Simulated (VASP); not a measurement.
# AlRu (Pm-3m) in VASP: elastic constants with PBEsol

Aim: the elastic constants of AlRu with PBEsol.

Program: VASP 6.6.1. These are calculated values, not measurements. Logs are shortened: lines on timing, memory, paths and dates and some standing lists are left out, and cuts for length are marked.

## Step 1: The structure

Symmetry: Pm-3m, No. 221, cubic system. The conventional cell has a = 2.976 Å, b = 2.976 Å, c = 2.976 Å, α = 90.00°, β = 90.00°, γ = 90.00°. Ru (site symmetry m-3m) is surrounded by 8 Al at 2.58 Å. Al (site symmetry m-3m) is surrounded by 8 Ru at 2.58 Å.

The cell was built by a generator and needn't be a form met in nature.

## Step 2: Elastic constants, PBEsol

POSCAR reads:

```
AlRu
1.0
    2.9761875402      0.0000000000     -0.0000000000
    0.0000000000      2.9761875402      0.0000000000
   -0.0000000000      0.0000000000      2.9761875402
  Ru              Al
     1     1
Direct
     0.0000000000000000    0.0000000000000000    0.0000000000000000
     0.5000000000000000    0.5000000000000000    0.5000000000000000
```

INCAR.step1 reads:

```
SYSTEM = AlRu
PREC     = Accurate       ! precision mode
ENCUT    = 600            ! plane-wave cutoff, eV
EDIFF    = 1E-8           ! SCF threshold, eV
ISMEAR   = 1              ! smearing method
SIGMA    = 0.2            ! smearing width, eV
LREAL    = .FALSE.        ! projectors in reciprocal space
LASPH    = .TRUE.         ! aspherical terms in the spheres
NELM     = 60             ! most SCF steps
ALGO     = Normal         ! electronic algorithm
ISIF     = 3              ! what is computed and relaxed
LWAVE    = .FALSE.        ! write WAVECAR
LCHARG   = .FALSE.        ! write CHGCAR
GGA      = PS             ! functional
KPAR     = 8            
IBRION   = 2              ! ionic algorithm
NSW      = 40             ! ionic steps
EDIFFG   = -0.002         ! ionic threshold
```

INCAR.step2 reads:

```
SYSTEM = AlRu
PREC     = Accurate       ! precision mode
ENCUT    = 600            ! plane-wave cutoff, eV
EDIFF    = 1E-8           ! SCF threshold, eV
ISMEAR   = 1              ! smearing method
SIGMA    = 0.2            ! smearing width, eV
LREAL    = .FALSE.        ! projectors in reciprocal space
LASPH    = .TRUE.         ! aspherical terms in the spheres
NELM     = 60             ! most SCF steps
ALGO     = Normal         ! electronic algorithm
ISIF     = 3              ! what is computed and relaxed
LWAVE    = .FALSE.        ! write WAVECAR
LCHARG   = .FALSE.        ! write CHGCAR
GGA      = PS             ! functional
KPAR     = 8            
IBRION   = 6              ! ionic algorithm
NFREE    = 2            
POTIM    = 0.015          ! step
NSW      = 1              ! ionic steps
```

KPOINTS reads:

```
regular mesh
0
G
  18 18 18
  0 0 0
```

Potentials or basis: VASP PAW PBE potentials, release 64 (Ru_pv, Al).

Started as:

```sh
> cat potpaw_PBE.64/Ru_pv/POTCAR potpaw_PBE.64/Al/POTCAR > POTCAR
> cp INCAR.step1 INCAR
> mpirun -np 8 vasp_std > vasp.out
> cp CONTCAR POSCAR
> cp INCAR.step2 INCAR
> mpirun -np 8 vasp_std > vasp.out
```

OUTCAR:

```text
SYSTEM = AlRu
   PREC = Accurate
   ENCUT = 600
   EDIFF = 1E-8
   ISMEAR = 1
   LREAL = .FALSE.
   LASPH = .TRUE.
   NELM = 60
   ISIF = 3
   GGA = PS
   IBRION = 6
   NFREE = 2
   POTIM = 0.015
   NSW = 1

 ion  position               nearest neighbor table
   1  0.000  0.000  0.000-   2 2.58   2 2.58   2 2.58   2 2.58   2 2.58   2 2.58   2 2.58   2 2.58

   2  0.500  0.500  0.500-   1 2.58   1 2.58   1 2.58   1 2.58   1 2.58   1 2.58   1 2.58   1 2.58

  LATTYP: Found a simple cubic cell.
 ALAT       =     2.9761875402

  Lattice vectors:

 A1 = (   2.9761875402,   0.0000000000,   0.0000000000)
 A2 = (   0.0000000000,   2.9761875402,   0.0000000000)
 A3 = (   0.0000000000,   0.0000000000,   2.9761875402)

Analysis of symmetry for initial positions (statically):
=====================================================================
 Subroutine PRICEL returns:
 Original cell was already a primitive cell.

 Routine SETGRP: Setting up the symmetry group for a
 simple cubic supercell.

 Subroutine GETGRP returns: Found 48 space group operations
 (whereof 48 operations were pure point group operations)
 out of a pool of 48 trial point group operations.

The static configuration has the point symmetry O_h .

Analysis of symmetry for dynamics (positions and initial velocities):
=====================================================================
 Subroutine PRICEL returns:
 Original cell was already a primitive cell.

 Routine SETGRP: Setting up the symmetry group for a
 simple cubic supercell.

 Subroutine GETGRP returns: Found 48 space group operations
 (whereof 48 operations were pure point group operations)
 out of a pool of 48 trial point group operations.

The dynamic configuration has the point symmetry O_h .

 Subroutine INISYM returns: Found 48 space group operations
 (whereof 48 operations are pure point group operations),
 and found     1 'primitive' translations

----------------------------------------------------------------------------------------

                                     Primitive cell

  volume of cell :      26.3622

  direct lattice vectors                    reciprocal lattice vectors
     2.976187540  0.000000000  0.000000000     0.336000331  0.000000000  0.000000000
     0.000000000  2.976187540  0.000000000     0.000000000  0.336000331  0.000000000
     0.000000000  0.000000000  2.976187540     0.000000000  0.000000000  0.336000331

  length of vectors
     2.976187540  2.976187540  2.976187540     0.336000331  0.336000331  0.336000331

  position of ions in fractional coordinates (direct lattice)
     0.000000000  0.000000000  0.000000000
     0.500000000  0.500000000  0.500000000

  ion indices of the primitive-cell ions
   primitive index   ion index
                 1           1
                 2           2

----------------------------------------------------------------------------------------

 KPOINTS: regular mesh

Automatic generation of k-mesh.
 Grid dimensions read from file:
 generate k-points for:   18   18   18

 Generating k-lattice:

  Cartesian coordinates                     Fractional coordinates (reciprocal lattice)
     0.018666685  0.000000000  0.000000000     0.055555556  0.000000000  0.000000000
     0.000000000  0.018666685  0.000000000     0.000000000  0.055555556  0.000000000
     0.000000000  0.000000000  0.018666685     0.000000000  0.000000000  0.055555556

  Length of vectors
     0.018666685  0.018666685  0.018666685

  Shift w.r.t. Gamma in fractional coordinates (k-lattice)
     0.000000000  0.000000000  0.000000000

 Subroutine IBZKPT returns following result:
 ===========================================
[... 93 lines left out ...]
  ---------------------------------------------------
  ext. energy  EPLUGINS =         0.00000000
  ---------------------------------------------------
  free energy    TOTEN  =       -15.52143202 eV

  energy without entropy =      -15.52183056  energy(sigma->0) =      -15.52156487

------------------------ aborting loop because EDIFF is reached ----------------------------------------

  FORCE on cell =-STRESS in cart. coord.  units (eV):
  Direction    XX          YY          ZZ          XY          YZ          ZX
  --------------------------------------------------------------------------------------
  -------------------------------------------------------------------------------------
  Total       -0.0032730     -0.0032730     -0.0032730      0.0000000     -0.0000000      0.0000000
  in kB       -0.1989209     -0.1989209     -0.1989209      0.0000000     -0.0000000      0.0000000
  external PRESSURE =      -0.1989209 kB  Pullay stress =       0.0000000 kB
[... 89 lines left out ...]
  FREE ENERGIE OF THE ION-ELECTRON SYSTEM (eV)
  ---------------------------------------------------
  free  energy   TOTEN  =       -15.5149276007 eV

  energy  without entropy=      -15.5153023428  energy(sigma->0) =      -15.51505251

[... ionic steps 4 to 14 ...]

--------------------------------------- Ionic step       15  -------------------------------------------

 number of electron      16.9999997 magnetization

------------------------ aborting loop because EDIFF is reached ----------------------------------------
[... 67 lines left out ...]
--------------------------------------- Ionic step       17  -------------------------------------------

 number of electron      16.9999996 magnetization

 Free energy of the ion-electron system (eV)
  ---------------------------------------------------
  ext. energy  EPLUGINS =         0.00000000
  ---------------------------------------------------
  free energy    TOTEN  =       -15.52051273 eV

  energy without entropy =      -15.52090960  energy(sigma->0) =      -15.52064502

 E-fermi :  10.8116     XC(G=0): -12.7672

 val. band max:       10.8113428903   @ k =   0.2222   0.3889   0.3333
 cond. band min:      10.8116815605   @ k =   0.3889   0.3333   0.2222
 fundamental gap:      0.0003386702
 Fermi energy:        10.8116369707

 k-point     1 :       0.0000    0.0000    0.0000
  band No.  band energies     occupation
      1     -30.9040      2.00000
      2     -30.9040      2.00000
      3     -30.9039      2.00000
      4       1.0420      2.00000
      5       7.1383      2.00000
      6       7.1385      2.00000
      7      11.0081     -0.04634
      8      11.0084     -0.04668
      9      11.0084     -0.04668
     10      16.9642      0.00000
     11      16.9642      0.00000
     12      16.9645      0.00000
[... 331 lines left out ...]
 k-point    24 :       0.3333    0.1111    0.0000
  band No.  band energies     occupation
      1     -31.0689      2.00000
      2     -30.9152      2.00000
      3     -30.8874      2.00000
      4       3.2342      2.00000
      5       6.9449      2.00000
      6       7.8307      2.00000
      7       9.3783      2.00000
      8       9.5876      2.00000
      9      10.9558      0.06622
     10      13.4938     -0.00000
     11      18.3236      0.00000
     12      19.9788      0.00000

 [... further k-points ...]

------------------------ aborting loop because EDIFF is reached ----------------------------------------

  FORCE on cell =-STRESS in cart. coord.  units (eV):
  Direction    XX          YY          ZZ          XY          YZ          ZX
  --------------------------------------------------------------------------------------
  -------------------------------------------------------------------------------------
  Total       -0.0019053      0.0011414      0.0011414      0.0000000      0.0000000      0.0000000
  in kB       -0.1157971      0.0693710      0.0693710      0.0000000      0.0000000      0.0000000
  external PRESSURE =       0.0076483 kB  Pullay stress =       0.0000000 kB
[... 17 lines left out ...]
  FREE ENERGIE OF THE ION-ELECTRON SYSTEM (eV)
  ---------------------------------------------------
  free  energy   TOTEN  =       -15.5205127300 eV

  energy  without entropy=      -15.5209095979  energy(sigma->0) =      -15.52064502

 INTERNAL STRAIN TENSORS FROM STRAINED CELLS
 ============================================

 INTERNAL STRAIN TENSOR FOR ION    1 for displacements in x,y,z  (eV/Angst):
          X           Y           Z          XY          YZ          ZX
  --------------------------------------------------------------------------------
  x     0.00000     0.00000     0.00000     0.00000     0.00000     0.00000
  y     0.00000     0.00000     0.00000     0.00000     0.00000     0.00000
  z     0.00000     0.00000     0.00000     0.00000     0.00000     0.00000

 INTERNAL STRAIN TENSORS FROM DISPLACED ATOMS
 ============================================

 INTERNAL STRAIN TENSOR FOR ION    1 for displacements in x,y,z  (eV/Angst):
          X           Y           Z          XY          YZ          ZX
  --------------------------------------------------------------------------------
  x     0.00000     0.00000     0.00000     0.00000     0.00000     0.00000
  y     0.00000     0.00000     0.00000     0.00000     0.00000     0.00000
  z     0.00000     0.00000     0.00000     0.00000     0.00000     0.00000

 INTERNAL STRAIN TENSOR FOR ION    2 for displacements in x,y,z  (eV/Angst):
          X           Y           Z          XY          YZ          ZX
  --------------------------------------------------------------------------------
  x     0.00000     0.00000     0.00000     0.00000     0.00000     0.00000
  y     0.00000     0.00000     0.00000     0.00000     0.00000     0.00000
  z     0.00000     0.00000     0.00000     0.00000     0.00000     0.00000

 Eigenvectors and eigenvalues of the dynamical matrix
 ----------------------------------------------------

   1 f  =    9.682625 THz    60.837729 2PiTHz  322.977616 cm-1    40.044103 meV
             X         Y         Z           dx          dy          dz
      0.000000  0.000000  0.000000    -0.438388   -0.135984   -0.000000
      1.488094  1.488094  1.488094     0.848554    0.263213   -0.000000
[... 21 lines left out ...]
   6 f/i=    0.000354 THz     0.002227 2PiTHz    0.011822 cm-1     0.001466 meV
             X         Y         Z           dx          dy          dz
      0.000000  0.000000  0.000000     0.484541   -0.673108   -0.318542
      1.488094  1.488094  1.488094     0.250328   -0.347747   -0.164568

--------------------------------------------------------------------------------------------------------

 ELASTIC MODULI CONTR FROM IONIC RELAXATION (kBar)
 Direction    XX          YY          ZZ          XY          YZ          ZX
 --------------------------------------------------------------------------------
 XX           0.0000      0.0000      0.0000      0.0000      0.0000      0.0000
 YY           0.0000      0.0000      0.0000      0.0000      0.0000      0.0000
 ZZ           0.0000      0.0000      0.0000      0.0000      0.0000      0.0000
 XY           0.0000      0.0000      0.0000      0.0000      0.0000      0.0000
 YZ           0.0000      0.0000      0.0000      0.0000      0.0000      0.0000
 ZX           0.0000      0.0000      0.0000      0.0000      0.0000      0.0000
 --------------------------------------------------------------------------------

 TOTAL ELASTIC MODULI (kBar)
 Direction    XX          YY          ZZ          XY          YZ          ZX
 --------------------------------------------------------------------------------
 XX        3426.2903   1599.9389   1599.9389     -0.0000      0.0000     -0.0000
 YY        1599.9389   3426.2903   1599.9389     -0.0000     -0.0000      0.0000
 ZZ        1599.9389   1599.9389   3426.2903      0.0000     -0.0000      0.0000
 XY          -0.0000     -0.0000      0.0000   1355.2305      0.0000      0.0000
 YZ           0.0000     -0.0000     -0.0000      0.0000   1355.2305      0.0000
 ZX          -0.0000      0.0000      0.0000      0.0000      0.0000   1355.2305
 --------------------------------------------------------------------------------
```

Wall time 11 min (8 MPI ranks of Intel Xeon Platinum 8259CL at 2.50GHz (Skylake/Cascade Lake), shared host); peak memory 1.1 GiB.

Results:

```yaml
Elastic_constants_C11_C12_C44: 343, 160, 136 GPa
Voigt_bulk_modulus: 221 GPa
Highest_phonon_frequency_at_Γ_LO-TO_splitting_left_out: 323 cm⁻¹
```

Phonon frequencies in cm⁻¹ (negative: imaginary):
| q point | frequencies |
| --- | --- |
| (0.000, 0.000, 0.000) | 0 0 0 323 323 323 |

Elastic tensor in Voigt notation (GPa, in the Cartesian axes of the cell as first typed):
```
343 160 160   0   0   0
160 343 160   0   0   0
160 160 343   0   0   0
  0   0   0 136   0   0
  0   0   0   0 136   0
  0   0   0   0   0 136
```

Clamped-ion elastic tensor (GPa):
```
343 160 160   0   0   0
160 343 160   0   0   0
160 160 343   0   0   0
  0   0   0 136   0   0
  0   0   0   0 136   0
  0   0   0   0   0 136
```

Caveat: the PAW data sets were made with another functional, which shifts forces and pressure a little.
